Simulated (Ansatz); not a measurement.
**Point defect: O vacancy in ZnO**

Level of theory: Ansatz, DFT PBE, scalar-relativistic, plane waves, PAW. Settings: 420 eV cutoff, 3×3×3 k-mesh, Gaussian smearing of 0.01 eV, collinear spin in charge +1 alone.

Host crystal, relaxed:

```yaml
crystal:
  lattice:
    - [3.27939, 0.00000, 0.00000]
    - [-1.63970, 2.84004, 0.00000]
    - [0.00000, 0.00000, 5.29323]
  atoms:
    - { symbol: Zn, position: [0.66667, 0.33333, 0.50060] }
    - { symbol: Zn, position: [0.33333, 0.66667, 0.00060] }
    - { symbol: O, position: [0.66667, 0.33333, 0.87971] }
    - { symbol: O, position: [0.33333, 0.66667, 0.37971] }
```

Supercell of 12 atoms, rows in host cell vectors: 0 0 1; 2 1 0; -1 1 0. Atoms relax at the host's cell, keeping the symmetry that the supercell leaves at the site. The cell is small, so energies carry finite-size errors of tenths of an eV. The host's Kohn–Sham gap is 0.74 eV. Atoms are taken from and returned to the elements' standard states. Charged cells are corrected for image charges with the computed static dielectric tensor (mean 10.9) and aligned with the host's potential at far atoms (alignment terms reach 1.82 eV; the program doubts the alignment in some charges, where it is up to 1.82 eV). No band-filling term is added, and the Fermi level counts from the host's valence band top.

Defect: O vacancy set at (0.667, 0.333, 0.880) of the host cell. Before relaxation its nearest neighbours are 3 Zn at 2.00 Å, 1 Zn at 2.01 Å.

```json
{"charge": "+2", "E_f at the valence band top (eV)": "1.94", "over the neutral state (eV)": "-1.81", "moment (μB)": "0.00", "largest move (Å)": "0.46", "atoms near the site": "1 Zn at 2.46 Å, 3 Zn at 2.47 Å"}
{"charge": "+1", "E_f at the valence band top (eV)": "3.11", "over the neutral state (eV)": "-0.64", "moment (μB)": "0.33", "largest move (Å)": "0.20", "atoms near the site": "3 Zn at 2.15 Å, 1 Zn at 2.19 Å"}
{"charge": "0", "E_f at the valence band top (eV)": "3.76", "over the neutral state (eV)": "0.00", "moment (μB)": "0.00", "largest move (Å)": "0.24", "atoms near the site": "1 Zn at 1.78 Å, 3 Zn at 1.84 Å"}
```

Among the charges computed the stable one is +2 at the valence band top and stays so across the gap. In charge +1 the cell has partly filled bands: a level of the defect may be part filled, the carrier may sit in the host's bands, or levels may cross between the k points, so transitions that involve it are doubtful. Without the alignment that the program doubts, the level (+2/+1) would lie at 0.04 eV, inside the gap, so these runs don't decide whether the defect changes charge there. Without the alignment that the program doubts, the level (+1/0) would lie at -0.04 eV, outside the gap, so these runs don't decide whether the defect changes charge there. Fractional moments come from partly filled bands of the small cell.